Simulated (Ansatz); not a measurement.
# C (Fd-3m) in Ansatz: settings compared

One crystal, C, is run at these levels: LDA, B3LYP, HSE03, r2SCAN0; tasks: phonons, elastic constants, band structure.

Program: Ansatz 0.2.0. These are calculated values, not measurements. Logs are shortened: lines on timing, memory, paths and dates and some standing lists are left out, and cuts for length are marked.

### Step 1. The crystal as given

The structure is cubic, space group Fd-3m (No. 227). The conventional cell has a = 3.567 Å, b = 3.567 Å, c = 3.567 Å, α = 90.00°, β = 90.00°, γ = 90.00°. Around C (site symmetry -43m) lie 4 C at 1.54 Å.

This isn't the form of C at room conditions, which is graphite.

### Step 2. Phonons, LDA

Input file input.yaml:

```yaml
crystal:
  lattice:
    - [0.0, 1.78337, 1.78337]
    - [1.78337, 0.0, 1.78337]
    - [1.78337, 1.78337, 0.0]
  atoms:
    - { symbol: C, position: [0.75, 0.75, 0.75] }
    - { symbol: C, position: [0.5, 0.5, 0.5] }
hamiltonian:
  xc: lda
  pseudopotentials: { kind: paw }
kpoints:
  mp_grid: { grid: [10, 10, 10] }
scf:
  occupations: { method: fixed }
phonons:
  method: dfpt
  dielectric: true
  rigid_motions: translations
  qmesh: [2, 2, 2]
  temperatures: { t_max: 1000, t_step: 100 }
  qpath:
    path:
      - [[0.0, 0.0, 0.0], [0.5, 0.0, 0.5], [0.5, 0.25, 0.75], [0.375, 0.375, 0.75], [0.0, 0.0, 0.0], [0.5, 0.5, 0.5], [0.625, 0.25, 0.625], [0.5, 0.25, 0.75], [0.5, 0.5, 0.5], [0.375, 0.375, 0.75]]
      - [[0.625, 0.25, 0.625], [0.5, 0.0, 0.5]]
    npoints: 8
```

Potentials or basis: Ansatz PAW.

Started as:

```console
$ ansatz run input.yaml --threads 2 --pin off --max-ram 5632MiB --backend cpu --events-out ev --progress --plain --runs-dir out
```

Log:

```text
Warning: RAYON_NUM_THREADS=2 ignored (pool sized by the plan → 2); use --threads N
Engine: ansatz 0.2.0, x86_64-unknown-linux-gnu
Pseudopotentials: kind: paw
Pseudopotential: C, paw, valence charge 4, recommended cutoff 420 eV (normal), C.paw.azcp
Functional definition: SPW92
  exchange = slater_x
  correlation = pw_c
Crystal: 2 atoms, lattice volume = 11.344 Å³
Basis set: ecut = 420 eV, 229 PW (Γ), exchange–correlation on 40×40×40 points (8 copies of the dense FFT grid, shifted against one another)
Bands: 8, of which v1, the nominal top of the filled ones, is band 4 counted from 1 (3 counted from 0)
Symmetry: 48 space group operations
k-points: 171 of 1000 (irreducible under 4 space group operations, time reversal used)
Non-local potential: C, projectors of the file, l = 0: 2, l = 1: 2, l = 2: 1
PAW form: soft (Blöchl's): semilocal exchange-correlation on the pseudo side does not see the compensation charge
PAW frozen core: C, regenerated for the run's functional, and the local potential with it (the file was generated under x = pbe(κ = 0.804, μ = 0.2195149727645171), c = pbe(β = 0.06672455060314922))
PAW one-centre angular grid: C, 110 points (default); XC on 64 Gauss nodes
Initial density: superposition of atomic densities (neutral atoms: chi_scale 0, normalization atom), corrected by the library's trained network
Initial wavefunctions: pseudopotential atomic-orbital guess
Functional: x = slater, c = lda
SCF iter   1: F=—  HF=-485.971829 eV  |F-HF|=—  |Δ(HF+E_count)|=         —  Δρ=7.11e-3  dr2=1.98e-3  ethr=1.77e-3  ⟨swp⟩=3.9  Hψ=8100  notcnv=0  defer=268
preconditioner: auto → none  [insulator: Δε(μ)=4.136 eV  Ē_g=19.480 eV  n_scr=0 (ndim 8)  ℏωp=31.2 eV  f_vac=0.000  ε∞_Penn≈3.6]
SCF iter   2: F=—  HF=-485.971315 eV  |F-HF|=—  |Δ(HF+E_count)|=   5.14e-4  Δρ=3.36e-3  dr2=4.36e-4  ethr=2.47e-5  ⟨swp⟩=1.1  Hψ=2752  notcnv=0  defer=270
SCF iter   3: F=—  HF=-485.971193 eV  |F-HF|=—  |Δ(HF+E_count)|=   1.22e-4  Δρ=8.11e-5  dr2=6.20e-7  ethr=5.45e-6  ⟨swp⟩=2.0  Hψ=1678  notcnv=0  defer=333
SCF iter   4: F=—  HF=-485.971192 eV  |F-HF|=—  |Δ(HF+E_count)|=   1.23e-6  Δρ=2.93e-5  dr2=4.70e-8  ethr=7.74e-9  ⟨swp⟩=2.7  Hψ=2021  notcnv=0
SCF iter   5: F=—  HF=-485.971192 eV  |F-HF|=—  |Δ(HF+E_count)|=   3.75e-9  Δρ=3.36e-6  dr2=9.65e-10  ethr=5.88e-10  ⟨swp⟩=2.1  Hψ=2059  notcnv=0
SCF iter   6: F=-485.971192 eV  HF=-485.971192 eV  |F-HF|=1.31e-12  |Δ(HF+E_count)|=  4.21e-10  Δρ=4.11e-7  dr2=5.12e-12  ethr=1.25e-12  ⟨swp⟩=6.8  Hψ=7043  notcnv=0
SCF 1 converged in 6 iterations: F = -485.971192 eV  dr2 = 5.12e-12
NSCF: frozen V_eff on 2 k-points
DFPT response loops at Γ: preconditioner auto → none (the input reference at scf.mixing.eps_inf says where Resta's filter doesn't serve); β = 0.50; Broyden in place of MSR1
── the response to a field inside a basis, on 10×10×10 k-points: an SCF that follows is theirs, and a resumed run solves both again ──
Bands: 5, of which v1, the nominal top of the filled ones, is band 4 counted from 1 (3 counted from 0)
k-points: 110 of 1000 (irreducible under 12 space group operations)
Initial density: handed on by an earlier stage of this run
Initial wavefunctions: pseudopotential atomic-orbital guess (no wavefunctions were taken with the density)
Eigensolver: Dense (110 Hₖ)
SCF iter   1: F=—  HF=-485.977627 eV  |F-HF|=—  |Δ(HF+E_count)|=         —  Δρ=1.01e-3  dr2=1.64e-5  ethr=1.00e-1
[... 32 lines left out ...]
--- Band table (eV; the first three rows and the last of 171) ---
  k-point 0: bands = ["-8.2653", "13.0621", "13.0621", "13.0621", "18.6015", "18.6015", "18.6015", "26.5596"]
  k-point 1: bands = ["-7.9888", "11.4019", "12.6157", "12.6157", "19.1850", "19.1850", "19.5522", "26.7515"]
  k-point 2: bands = ["-7.1642", "8.2225", "11.7385", "11.7385", "20.3063", "20.3063", "20.8031", "27.2810"]
  k-point 170: bands = ["0.0765", "1.8129", "4.4274", "6.0756", "22.3621", "23.5389", "26.0046", "26.2308"]
--- Phonons (Γ-DFPT): 1 representative perturbation + reference, on 171 of 1000 k-points (Σ response iterations 3) ---
  k mesh reduced under 4 symmetry operations, with k and −k counted as one. Each operation leaves every solved perturbation unchanged. A smaller set is not considered because the run solves the response to a homogeneous field
  ASR residual: 5.604e-6 → 0.000e0 eV/Å²; symmetrization residual: 4.146e-14 eV/Å²
  ASR residual per site (eV/Å²): 5.60e-6 5.60e-6
  Γ frequencies (cm⁻¹): 0.00 0.00 0.00 1284.16 1284.16 1284.16
  ε∞ (high-frequency dielectric tensor):
        5.808361    -0.000000     0.000000
       -0.000000     5.808361     0.000000
        0.000000     0.000000     5.808361
  ε⁰ (static dielectric tensor: ions relaxed, cell fixed):
        5.808361    -0.000000     0.000000
       -0.000000     5.808361     0.000000
        0.000000     0.000000     5.808361
  ε⁰ − ε∞ (ionic part):
        0.000000    -0.000000    -0.000000
       -0.000000     0.000000    -0.000000
       -0.000000    -0.000000     0.000000
  softest optical mode at Γ: 1284.16 cm⁻¹; the repairs (sum rule, projections) moved no ω² at Γ by more than (0.36 cm⁻¹)²
  Born effective charges Z* (e; rows j = field, columns β = displacement):
    site 0:
         0.00000   -0.00000    0.00000
         0.00000    0.00000   -0.00000
        -0.00000   -0.00000    0.00000
    site 1:
        -0.00000    0.00000   -0.00000
        -0.00000   -0.00000    0.00000
         0.00000    0.00000   -0.00000
  Z* charge neutrality: 5.642e-4 e pre-enforcement
  solved inside a basis spanned on kpoints, on 10×10×10 k-points, its susceptibility summed on 14×14×14: ε∞ is read to err by 1.6e-2, Z* by 4.4e-3 e (field_mesh: kpoints solves on kpoints)
  optical modes at Γ without the LO–TO term, one row a degenerate level:
      ω (cm⁻¹)  modes    IR ((D/Å)²/amu)
       1284.16      3             0.0000
  optical modes at Γ + LO–TO along q̂ = [1.0000, 0.0000, 0.0000]:
      ω (cm⁻¹)  modes    IR ((D/Å)²/amu)
       1284.16      3             0.0000
  optical modes at Γ + LO–TO along q̂ = [0.0000, 1.0000, 0.0000]:
      ω (cm⁻¹)  modes    IR ((D/Å)²/amu)
       1284.16      3             0.0000
  optical modes at Γ + LO–TO along q̂ = [0.0000, 0.0000, 1.0000]:
      ω (cm⁻¹)  modes    IR ((D/Å)²/amu)
       1284.16      3             0.0000
--- Phonons (arbitrary-q DFPT): 3 irreducible q on the 2×2×2 mesh ---
  q = [0.0000, 0.0000, 0.0000] (star 1, of the zone-centre solve; hermiticity 7.80e-16, symmetrization 9.76e-16): 0.00 0.00 0.00 1284.16 1284.16 1284.16
  q = [0.0000, 0.0000, -0.5000] (star 4, 1 solved perturbation on 282 of 1000 k-point pairs; hermiticity 8.28e-15, symmetrization 3.01e-15): 547.17 547.17 1029.77 1187.36 1187.36 1243.96
  q = [0.0000, -0.5000, -0.5000] (star 3, 2 solved perturbations in 273 linear systems a pass and spin channel, the states on 171 of 1000 k-point pairs; hermiticity 9.79e-15, symmetrization 3.17e-15): 782.86 782.86 1048.59 1048.59 1186.63 1186.63
  sum rule: each row above includes the acoustic sum rule's correction from the zone centre's row sums; it moved no ω² by more than (0.36 cm⁻¹)²
  mesh force constants: q→R imaginary residual 6.94e-18; ASR residual 5.604e-6 → 0.000e0 eV/Å²; symmetrization residual 2.842e-14 eV/Å²
  interpolated dispersion: 82 rows × 6 modes
  density of states and harmonic sums: on the 30×30×30 q-mesh, interpolated from the force constants of a 2×2×2 supercell (no non-analytic term)
  largest difference from the sums on the solved wave vectors: F 2.03e-2 eV, S 5.27e-5 and C_V 3.21e-5 eV/K
  zero-point energy: 0.356085 eV/cell   skipped modes (ω ≤ 0): 3   left out of the sums: 1.85e-5 of the cell's modes: C_V's classical limit lies that fraction below 3 k_B per atom; for a crystal, a wire or a layer, F and S can be off by more, and a phonons.interpolated_qmesh denser along its periods is the remedy for the sampling
```

phbands.tsv:

```text
# q_distance	omega_0_inv_cm	omega_1_inv_cm	omega_2_inv_cm	omega_3_inv_cm	omega_4_inv_cm	omega_5_inv_cm	omega_0_thz	omega_1_thz	omega_2_thz	omega_3_thz	omega_4_thz	omega_5_thz
# format = ansatz-phbands/1
[... 84 lines left out ...]
11.230235	781.878394	786.375844	1048.205873	1049.322703	1184.745052	1186.821809	23.440125	23.574955	31.424422	31.457903	35.517763	35.580023
11.308087	782.858145	782.858145	1048.589507	1048.589507	1186.633592	1186.633592	23.469497	23.469497	31.435923	31.435923	35.574380	35.574380
```

Wall time 11 s (2 threads of Intel Xeon at 2.70GHz, shared host); peak memory 0.49 GiB.

Results:

| Property | Result |
| --- | --- |
| Free energy | -485.9712 eV |
| Band gap on the k mesh | 4.14 eV, indirect (least direct gap 5.54 eV) |
| Electronic dielectric tensor (diagonal) | 5.81 |
| Born charges (mean of the diagonal) | C +0.00 e |
| Highest phonon frequency | 1284 cm⁻¹ |
| Static dielectric tensor (diagonal) | 5.81 |

Phonon frequencies in cm⁻¹ (negative: imaginary):
| q point | frequencies |
| --- | --- |
| (0.000, 0.000, 0.000) | 0 0 0 1284 1284 1284 |
| (0.000, 0.000, -0.500) | 547 547 1030 1187 1187 1244 |
| (0.000, -0.500, -0.500) | 783 783 1049 1049 1187 1187 |

Electronic dielectric tensor:
```
5.81 0.00 0.00
0.00 5.81 0.00
0.00 0.00 5.81
```

Born effective charge tensors (e):
atom 1, C
```
0.00 0.00 0.00
0.00 0.00 0.00
0.00 0.00 0.00
```
atom 2, C
```
0.00 0.00 0.00
0.00 0.00 0.00
0.00 0.00 0.00
```

Static dielectric tensor, electrons and zone-centre modes:
```
5.81 0.00 0.00
0.00 5.81 0.00
0.00 0.00 5.81
```

Caveat: the q mesh is small, so phonon branches between its points and thermal values are rough; the PAW data sets come from PBE, with cores solved anew for the run's functional, which leaves a small shift of forces and pressure. Expect the measured gap to be larger: semilocal functionals such as LDA lack the derivative discontinuity.

### Step 3. Elastic constants, LDA

Input file input.yaml:

```yaml
crystal:
  lattice:
    - [0.0, 1.78337, 1.78337]
    - [1.78337, 0.0, 1.78337]
    - [1.78337, 1.78337, 0.0]
  atoms:
    - { symbol: C, position: [0.75, 0.75, 0.75] }
    - { symbol: C, position: [0.5, 0.5, 0.5] }
hamiltonian:
  xc: lda
  pseudopotentials: { kind: paw }
kpoints:
  mp_grid: { grid: [10, 10, 10] }
scf:
  occupations: { method: fixed }
output:
  forces: true
  stress: true
elastic:
  mode: relaxed_ion
  stencil: two_point
```

Potentials or basis: Ansatz PAW.

Started as:

```console
$ ansatz run input.yaml --threads 2 --pin off --max-ram 5632MiB --backend cpu --events-out ev --progress --plain --runs-dir out
```

Wall time 4.7 s (2 threads of Intel Xeon at 2.70GHz, shared host); peak memory 0.31 GiB.

Results (log left out):

- Free energy: -485.9712 eV
- Pressure: -13.1 GPa
- Band gap on the k mesh: 4.14 eV, indirect (least direct gap 5.54 eV)
- Elastic constants C11, C12, C44: 1041, 111, 557 GPa
- Voigt bulk modulus: 421 GPa

Levels at points of the mesh, in eV from the valence-band top:
| k point | band 1 | band 2 | band 3 | band 4 | band 5 | band 6 | band 7 | band 8 |
| --- | --- | --- | --- | --- | --- | --- | --- | --- |
| (0.00, 0.00, 0.00) | -21.33 | 0.00 | 0.00 | 0.00 | 5.54 | 5.54 | 5.54 | 13.50 |
| (0.00, 0.00, -0.50) | -15.49 | -13.37 | -2.80 | -2.80 | 8.39 | 8.39 | 8.99 | 15.38 |
| (0.00, -0.50, -0.50) | -12.62 | -12.62 | -6.30 | -6.30 | 4.71 | 4.71 | 16.61 | 16.61 |

Elastic tensor in Voigt notation (GPa, in the Cartesian axes of the cell as first typed):
```
1041  111  111    0    0    0
 111 1041  111    0    0    0
 111  111 1041    0    0    0
   0    0    0  557    0    0
   0    0    0    0  557    0
   0    0    0    0    0  557
```

Caveat: the cell is more than 3 GPa from zero pressure, which shifts response properties; the pressure holds a Pulay correction of +1.3 GPa for the finite cutoff; the PAW data sets come from PBE, with cores solved anew for the run's functional, which leaves a small shift of forces and pressure.

### Step 4. Band structure, B3LYP

Input file input.yaml:

```yaml
crystal:
  lattice:
    - [0.0, 1.78337, 1.78337]
    - [1.78337, 0.0, 1.78337]
    - [1.78337, 1.78337, 0.0]
  atoms:
    - { symbol: C, position: [0.75, 0.75, 0.75] }
    - { symbol: C, position: [0.5, 0.5, 0.5] }
hamiltonian:
  xc: b3lyp
  pseudopotentials: { kind: paw }
kpoints:
  mp_grid: { grid: [7, 7, 7] }
  band_path:
    path:
      - [[0.0, 0.0, 0.0], [0.5, 0.0, 0.5], [0.5, 0.25, 0.75], [0.375, 0.375, 0.75], [0.0, 0.0, 0.0], [0.5, 0.5, 0.5], [0.625, 0.25, 0.625], [0.5, 0.25, 0.75], [0.5, 0.5, 0.5], [0.375, 0.375, 0.75]]
      - [[0.625, 0.25, 0.625], [0.5, 0.0, 0.5]]
    npoints: 4
scf:
  occupations: { method: fermi_dirac, width: 0.05 }
  n_extra_bands: 6
output:
  forces: true
  stress: true
  eigenvalues: true
  fatbands: false
```

Started as:

```console
$ ansatz run input.yaml --threads 2 --pin off --max-ram 5632MiB --backend cpu --events-out ev --progress --plain --runs-dir out
```

Run time: 72 s. Hardware: 2 threads of Intel Xeon at 2.70GHz, shared host; peak memory 0.48 GiB.

The run converged. Its results:

* Free energy: -503.8297 eV
* Pressure: 0.4 GPa
* Band gap on the k mesh: 6.12 eV, indirect (least direct gap 7.43 eV)
* Band gap along the path: 5.99 eV, indirect (least direct gap 7.43 eV)

Levels at the corners of the path, in eV from the valence-band top:
```csv
point,band 1,band 2,band 3,band 4,band 5,band 6,band 7,band 8,band 9
Γ,-22.88,0.00,0.00,0.00,7.43,7.43,7.43,15.58,21.62
X,-13.66,-13.66,-6.67,-6.67,6.67,6.67,19.28,19.28,25.75
W,-12.87,-12.87,-8.72,-8.72,12.74,12.74,14.57,14.57,23.79
K,-13.94,-12.56,-9.77,-5.68,7.62,12.90,16.73,18.03,21.00
Γ,-22.88,0.00,0.00,0.00,7.43,7.43,7.43,15.58,21.62
L,-16.83,-14.15,-2.99,-2.99,10.51,10.51,10.84,18.10,24.32
U,-13.94,-12.56,-9.77,-5.68,7.62,12.90,16.73,18.03,21.00
W,-12.87,-12.87,-8.72,-8.72,12.74,12.74,14.57,14.57,23.79
L,-16.83,-14.15,-2.99,-2.99,10.51,10.51,10.84,18.10,24.32
K,-13.94,-12.56,-9.77,-5.68,7.62,12.90,16.73,18.03,21.00
U,-13.94,-12.56,-9.77,-5.68,7.62,12.90,16.73,18.03,21.00
X,-13.66,-13.66,-6.67,-6.67,6.67,6.67,19.28,19.28,25.75
```

Caveat: the k mesh is coarse (spacing up to 0.44 Å⁻¹), so the values aren't converged, least of all with exact exchange; the k mesh misses the band edges, so the gap on the mesh is wider than the one along the path; the pressure holds a Pulay correction of +1.0 GPa for the finite cutoff; the PAW data sets come from PBE, with cores solved anew for the run's functional, which leaves a small shift of forces and pressure; the thresholds are loose for stress.

### Step 5. Band structure, HSE03

input.yaml, as its differences from that of step 4:

```diff
@@ -9,3 +9,3 @@
 hamiltonian:
-  xc: b3lyp
+  xc: { exchange: pbe, correlation: pbe, exx: { coeff: 0.25, omega: 0.3 } }
   pseudopotentials: { kind: paw }
@@ -26 +26,5 @@
   fatbands: false
+  write_density: true
+  write_potential: true
+  elf: true
+  volumetric_format: npy
```

Started as:

```console
$ ansatz run input.yaml --threads 2 --pin off --max-ram 5632MiB --backend cpu --events-out ev --progress --plain --runs-dir out
```

Run time: 67 s. Hardware: 2 threads of Intel Xeon at 2.70GHz, shared host; peak memory 0.49 GiB.

Results (log left out):

| Item | Value |
| --- | --- |
| Free energy | -501.7166 eV |
| Pressure | -7.7 GPa |
| Band gap on the k mesh | 5.18 eV, indirect (least direct gap 6.75 eV) |
| Band gap along the path | 5.06 eV, indirect (least direct gap 6.75 eV) |

Levels at the corners of the path, in eV from the valence-band top:
```tsv
point	band 2	band 3	band 4	band 5	band 6	band 7
Γ	0.00	0.00	0.00	6.75	6.75	6.75
X	-13.99	-6.83	-6.83	5.69	5.69	18.92
W	-13.16	-8.97	-8.97	11.91	11.91	13.96
K	-12.86	-10.04	-5.82	6.67	12.11	16.25
Γ	0.00	0.00	0.00	6.75	6.75	6.75
L	-14.53	-3.04	-3.04	9.78	9.78	10.08
U	-12.86	-10.04	-5.82	6.67	12.11	16.25
W	-13.16	-8.97	-8.97	11.91	11.91	13.96
L	-14.53	-3.04	-3.04	9.78	9.78	10.08
K	-12.86	-10.04	-5.82	6.67	12.11	16.25
U	-12.86	-10.04	-5.82	6.67	12.11	16.25
X	-13.99	-6.83	-6.83	5.69	5.69	18.92
```

Caveat: the k mesh is coarse (spacing up to 0.44 Å⁻¹), so the values aren't converged, least of all with exact exchange; the k mesh misses the band edges, so the gap on the mesh is wider than the one along the path; the pressure holds a Pulay correction of +0.8 GPa for the finite cutoff; the PAW data sets come from PBE, with cores solved anew for the run's functional, which leaves a small shift of forces and pressure; the thresholds are loose for stress.

### Step 6. Band structure, r2SCAN0

input.yaml, as its differences from that of step 5:

```diff
@@ -9,3 +9,3 @@
 hamiltonian:
-  xc: { exchange: pbe, correlation: pbe, exx: { coeff: 0.25, omega: 0.3 } }
+  xc: r2scan0
   pseudopotentials: { kind: paw }
@@ -26,5 +26 @@
   fatbands: false
-  write_density: true
-  write_potential: true
-  elf: true
-  volumetric_format: npy
```

Potentials or basis: Ansatz PAW.

Started as:

```console
$ ansatz run input.yaml --threads 2 --pin off --max-ram 5632MiB --backend cpu --events-out ev --progress --plain --runs-dir out
```

Run time: 82 s. Hardware: 2 threads of Intel Xeon at 2.70GHz, shared host; peak memory 0.53 GiB.

It converged, with:

| Quantity | Value |
| --- | --- |
| Free energy | -502.9340 eV |
| Pressure | -10.4 GPa |
| Band gap on the k mesh | 6.27 eV, indirect (least direct gap 7.84 eV) |
| Band gap along the path | 6.14 eV, indirect (least direct gap 7.84 eV) |

Levels at the corners of the path, in eV from the valence-band top:
| point | band 2 | band 3 | band 4 | band 5 | band 6 | band 7 |
| --- | --- | --- | --- | --- | --- | --- |
| Γ | 0.00 | 0.00 | 0.00 | 7.84 | 7.84 | 7.84 |
| X | -14.64 | -7.14 | -7.14 | 6.80 | 6.80 | 20.63 |
| W | -13.82 | -9.33 | -9.33 | 13.32 | 13.32 | 15.34 |
| K | -13.47 | -10.44 | -6.09 | 7.82 | 13.48 | 17.81 |
| Γ | 0.00 | 0.00 | 0.00 | 7.84 | 7.84 | 7.84 |
| L | -15.10 | -3.21 | -3.21 | 11.02 | 11.02 | 11.23 |
| U | -13.47 | -10.44 | -6.09 | 7.82 | 13.48 | 17.81 |
| W | -13.82 | -9.33 | -9.33 | 13.32 | 13.32 | 15.34 |
| L | -15.10 | -3.21 | -3.21 | 11.02 | 11.02 | 11.23 |
| K | -13.47 | -10.44 | -6.09 | 7.82 | 13.48 | 17.81 |
| U | -13.47 | -10.44 | -6.09 | 7.82 | 13.48 | 17.81 |
| X | -14.64 | -7.14 | -7.14 | 6.80 | 6.80 | 20.63 |

Caveat: the k mesh is coarse (spacing up to 0.44 Å⁻¹), so the values aren't converged, least of all with exact exchange; the k mesh misses the band edges, so the gap on the mesh is wider than the one along the path; the PAW data sets come from PBE, with cores solved anew for the run's functional, which leaves a small shift of forces and pressure; the thresholds are loose for stress.

### Step 7. Overview

| task | level | k mesh | cutoff (eV) | smearing | q mesh | points for each segment of the path | atoms under strain | mesh quality | gap on the mesh (eV) | pressure (GPa) |
| --- | --- | --- | --- | --- | --- | --- | --- | --- | --- | --- |
| phonons | LDA | 10 × 10 × 10 | 420 | fixed | 2 × 2 × 2 | 8 | - | not flagged | 4.14 | - |
| elastic constants | LDA | 10 × 10 × 10 | 420 | fixed | - | - | relaxed | not flagged | 4.14 | -13.1 |
| band structure | B3LYP | 7 × 7 × 7 | 420 | fermi-dirac 0.05 eV | - | 4 | - | coarse | 6.12 | 0.4 |
| band structure | HSE03 | 7 × 7 × 7 | 420 | fermi-dirac 0.05 eV | - | 4 | - | coarse | 5.18 | -7.7 |
| band structure | r2SCAN0 | 7 × 7 × 7 | 500 | fermi-dirac 0.05 eV | - | 4 | - | coarse | 6.27 | -10.4 |

Alike in all rows: potentials or basis Ansatz PAW; no spin polarisation; cell as given.

Caveats: some runs use coarse meshes; the PAW data sets come from PBE, with cores solved anew for the run's functional, which leaves a small shift of forces and pressure; the k mesh misses the band edges, so the gap on the mesh is wider than the one along the path (some runs); the thresholds are loose for stress (some runs); the cell is more than 3 GPa from zero pressure, which shifts response properties (some runs).

Absolute energies hang on the potentials; compare differences alone.
